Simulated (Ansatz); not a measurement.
# Ga: the equilibrium cell

The equilibrium cell and energy of Ga in the structure given, which may be a polymorph.

Program: Ansatz 0.2.0. Level of theory: DFT PBEsol, scalar-relativistic, plane waves, PAW. These are calculated values, not measurements.

## (1) The system as given

Symmetry: Cmcm, No. 63, orthorhombic system. The conventional cell has a = 7.634 Å, b = 4.653 Å, c = 4.488 Å, α = 90.00°, β = 90.00°, γ = 90.00°. Ga (site symmetry m) is surrounded by 7 Ga at 2.48 to 2.76 Å.

Structure file:

```
CELL_PARAMETERS angstrom
3.81696 -2.32663 0.00000
3.81696 2.32663 0.00000
0.00000 0.00000 4.48825
ATOMIC_POSITIONS crystal
Ga 0.99031 0.33445 0.25000
Ga 0.33445 0.99031 0.75000
Ga 0.00969 0.66555 0.75000
Ga 0.66555 0.00969 0.25000
```

The structure comes from the Materials Project (structure only).

(A quick probe on a coarse mesh, which set the mesh and smearing, is not shown.)

## (3) The relaxation

The input, input.yaml:

```yaml
crystal:
  lattice:
    - [3.81695661, -2.32662955, 0.0]
    - [3.81695661, 2.32662955, 0.0]
    - [0.0, 0.0, 4.488254]
  atoms:
    - { symbol: Ga, position: [0.99031461, 0.33444951, 0.25] }
    - { symbol: Ga, position: [0.33444951, 0.99031461, 0.75] }
    - { symbol: Ga, position: [0.00968539, 0.66555049, 0.75] }
    - { symbol: Ga, position: [0.66555049, 0.00968539, 0.25] }
basis:
  ecutwfc: 420
kpoints:
  mp_grid: { grid: [10, 10, 10] }
hamiltonian:
  xc: pbesol
scf:
  occupations: { method: gaussian, width: 0.1 }
output:
  forces: true
  stress: true
  eigenvalues: true
relax:
  adjacent_minimum: "off"
  f_tol: 0.005
  max_steps: 80
  cell: { stress_tol: 0.05 }
```

Before running it: what results should come out? Wanted: relaxed cell; volume; energy, smearing taken to zero; gap on the mesh; remaining pressure.

The runs gave:

| quantity | value |
| --- | --- |
| relaxed cell (conventional) | a = 7.654 Å, b = 4.573 Å, c = 4.542 Å, α = 90.00°, β = 90.00°, γ = 90.00° |
| space group (0.01 Å) | Cmcm (No. 63) |
| volume | 19.87 Å³/atom |
| energy, smearing taken to zero | -3743.1862 eV/atom |
| gap on the mesh | none (metal) |
| remaining pressure | 0.00 GPa |

What this shows: The volume hardly moved (-0.3 %). The mesh shows no gap.
